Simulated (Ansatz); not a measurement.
Consider GeO2 in the rutile structure (space group P4_2/mnm, No. 136).

```yaml
crystal:
  lattice:
    - [4.48837, 0.00000, 0.00000]
    - [0.00000, 4.48837, 0.00000]
    - [0.00000, 0.00000, 2.90531]
  atoms:
    - { symbol: Ge, position: [0.00000, 0.00000, 0.00000] }
    - { symbol: Ge, position: [0.50000, 0.50000, 0.50000] }
    - { symbol: O, position: [0.30714, 0.30714, 0.00000] }
    - { symbol: O, position: [0.80714, 0.19286, 0.50000] }
    - { symbol: O, position: [0.19286, 0.80714, 0.50000] }
    - { symbol: O, position: [0.69286, 0.69286, 0.00000] }
```

Cartesian axes are those of the cell as printed.

Computed with plane-wave PAW DFT at the PBE level (Ansatz, a first-principles code, 420 eV), without spin-orbit coupling, earlier PAW set.

The change: a pure shear with ε_xy = ε_yx = -0.0096, atoms relaxed at fixed cell.

Predict the stress tensor and what it implies for the stiffness.

Stress of the strained cell less that of the base (GPa, compression positive):
```
   0.13    4.28    0.00
   4.28    0.13    0.00
   0.00    0.00    0.07
```

Then −Δσ/γ with γ = 2ε = -0.0192 gives relaxed-ion elastic constants: C66 ≈ 223 GPa.

Stability against distortions was not tested.
